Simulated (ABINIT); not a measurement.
Wanted: the native input for an ABINIT 10.8.3 (patched build) run.

* Task: single point
* Functional: PBE
* Potentials or basis: JTH PAW PBE v2.0
* Cutoff: 463 eV
* k mesh: 13 × 13 × 13
* Occupations: methfessel-paxton, width 0.2 eV
* Spin: no spin polarisation
* Fine-grid cutoff: 925.187 eV

Crystal: Ga.

```
Ga
1.0
    -1.38440    1.38440    2.31122
     1.38440   -1.38440    2.31122
     1.38440    1.38440   -2.31122
Ga
1
Direct
  0.00000 0.00000 0.00000
```

This isn't the form of Ga at room conditions, which is orthorhombic.

The input as run:

run.abi

```
# Pseudopotentials
pp_dirpath "./"
pseudos "Ga.GGA_PBE-JTH.xml"

# Structure
acell 3*1.0 Angstrom
rprim
    -1.3843987196     1.3843987196     2.3112238365
     1.3843987196    -1.3843987196     2.3112238365
     1.3843987196     1.3843987196    -2.3112238365
ntypat 1
znucl 31
natom 1
typat 1
xred
     0.0000000000     0.0000000000     0.0000000000

# Plane-wave basis
ecut 17.0
pawecutdg 34.0
pawxcdev 0

# k points
kptopt 1
ngkpt 13 13 13
nshiftk 1
shiftk 0.0 0.0 0.0

# Exchange and correlation
ixc 11

# Bands and occupations
nband 11
occopt 6
tsmear 0.00734986

# SCF cycle
nstep 100
tolvrs 1.0e-9

# Output
iomode 3
prtwf 0
prtden 0
prteig 0
prtebands 0
enunit 1
```

Potentials or basis: JTH PAW PBE v2.0.

Command:

```sh
$ abinit run.abi > log 2>&1
```

It gave:

```
Pressure                                              : 3.2 GPa
Band gap on the k mesh                                : none (metal or under the smearing width)
Valence electrons inside the program's atomic spheres : Ga 11.00 (radii [1.1132] Å)
```

Run time: 25 s on 1 thread of Arm Neoverse V1 (shared host), peak memory 0.11 GiB.
